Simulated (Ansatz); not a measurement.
# Stability checks on a candidate for LiF

The cell was relaxed from a distorted copy of a database structure.

Computed with DFT PBE, scalar-relativistic, plane waves, PAW (Ansatz). Cutoff 420 eV, Γ-centred 10×10×10 mesh (2-atom cell), Gaussian smearing of 0.02 eV, no spin polarisation.

```cif
data_structure
_symmetry_space_group_name_H-M 'Fm-3m'
_symmetry_Int_Tables_number 225
_cell_length_a 4.0673
_cell_length_b 4.0673
_cell_length_c 4.0673
_cell_angle_alpha 90.000
_cell_angle_beta 90.000
_cell_angle_gamma 90.000
_cell_volume 67.29
loop_
_atom_site_label
_atom_site_type_symbol
_atom_site_symmetry_multiplicity
_atom_site_Wyckoff_symbol
_atom_site_fract_x
_atom_site_fract_y
_atom_site_fract_z
_atom_site_occupancy
Li1 Li 4 a 0.00000 0.00000 0.00000 1
F1 F 4 b 0.50000 0.00000 0.00000 1
```

Formation energies are uncorrected and refer to the elements' standard structures at the same level (F₂ as a molecule).

Task: These tests were run: energy against the elements; random kick, then relaxation without symmetry; phonons on a 4×4×4 q mesh; elastic tensor. What do they show?

Result:

```
                                         test                         result
                  energy against the elements                 −2.945 eV/atom
random kick, then relaxation without symmetry                        returns
                    phonons on a 4×4×4 q mesh  no imaginary mode on the mesh
                               elastic tensor        least eigenvalue 60 GPa
```

It fails none of these tests. Competing phases weren't compared here.

The kick test ran on a coarse mesh. The run for the phonons used a 12×12×12 k mesh. The run for the elastic tensor used a 12×12×12 k mesh.
